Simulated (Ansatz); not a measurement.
MnO:

```
CELL_PARAMETERS angstrom
0.00000 2.22200 2.22200
2.22200 0.00000 2.22200
2.22200 2.22200 0.00000
ATOMIC_POSITIONS crystal
Mn 0.00000 0.00000 0.00000
O 0.50000 0.50000 0.50000
```

Program: Ansatz 0.2.0. Alike in all runs: task single point; potentials or basis Ansatz PAW; cell as given; k mesh 7 × 7 × 7; smearing gaussian 0.05 eV.

Task: Order these runs on this cell by their pressure, lowest first.
A. level LDA+U; spin collinear, ferromagnetic start; U Mn d U = 5 eV; fixed moment (μB) 1; cutoff (eV) 420
B. level r2SCAN+U; spin collinear, ferromagnetic start; U Mn d U = 5 eV; cutoff (eV) 500
C. level LDA+U; spin collinear, program default start; U Mn d U = 7 eV; cutoff (eV) 420

Result: A (-23.7 GPa), C (0.5 GPa), B (6.3 GPa).

Caveats: the magnetic or orbital state may not be the lowest; a cell with one magnetic atom can't hold antiferromagnetic order, which such compounds often take; the PAW data sets come from PBE, with cores solved anew for the run's functional, which leaves a small shift of forces and pressure; the total moment is fixed, so each spin has its own Fermi level (some runs); the thresholds are loose for stress (some runs).
